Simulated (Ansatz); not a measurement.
SnO2 (fluorite), relaxed with r2SCAN in the PAW code Ansatz. It is cubic, Fm-3m (No. 225); a = 5.067 Å in the conventional setting, 10.84 Å³ an atom. Sn is surrounded by 8 O at 2.19 Å; O is surrounded by 4 Sn at 2.19 Å.

The axes x, y and z are those of this cell:
```
Sn O
1.0
     0.00000    2.53347    2.53347
     2.53347    0.00000    2.53347
     2.53347    2.53347    0.00000
Sn O
1 2
Direct
  0.00000 0.00000 0.00000
  0.25000 0.25000 0.25000
  0.75000 0.75000 0.75000
```

Unstrained: r2SCAN gives an indirect gap of 0.838 eV, from W to Γ; the least direct gap is 2.269 eV at Γ. HSE06 gives an indirect gap of 1.684 eV, from W to Γ; the least direct gap is 3.172 eV at Γ. Meshes: r2SCAN 8×8×8, HSE06 6×6×6. Strains are changes of length per length, and xy shears are angles. After each strain the atoms were relaxed again with r2SCAN within the symmetry that the strain leaves, so tilts or polar shifts that break it weren't tested; points keep the names that they have in the unstrained zone. No spin polarisation. The prototype was imposed, so other structures may be more stable.

(1) Estimate what uniaxial +4.28 % along x, other directions held does to the gap.

(2) Apply uniaxial +3.47 % along [111], other directions held. How far does the gap move, against the unstrained cell?

(3) Estimate what xy shear, engineering strain (angle) -1.09 % does to the gap.

Answers

(1) r2SCAN: the gap goes from 0.838 to 0.180 eV (-0.658 eV). The r2SCAN energy rises by 32.0 meV an atom.

(2) r2SCAN: the gap goes from 0.838 to 0.512 eV (-0.326 eV). HSE06: the gap goes from 1.684 to 1.325 eV (-0.359 eV). The r2SCAN energy rises by 8.8 meV an atom.

(3) r2SCAN: the gap goes from 0.838 to 0.840 eV (+0.002 eV). The r2SCAN energy rises by 0.1 meV an atom.

No spin-orbit coupling is included; it can move band edges with weight on the heavy atoms by tenths of an eV.

The meshes of the hybrids are coarse, so their gaps aren't converged to the digits shown.
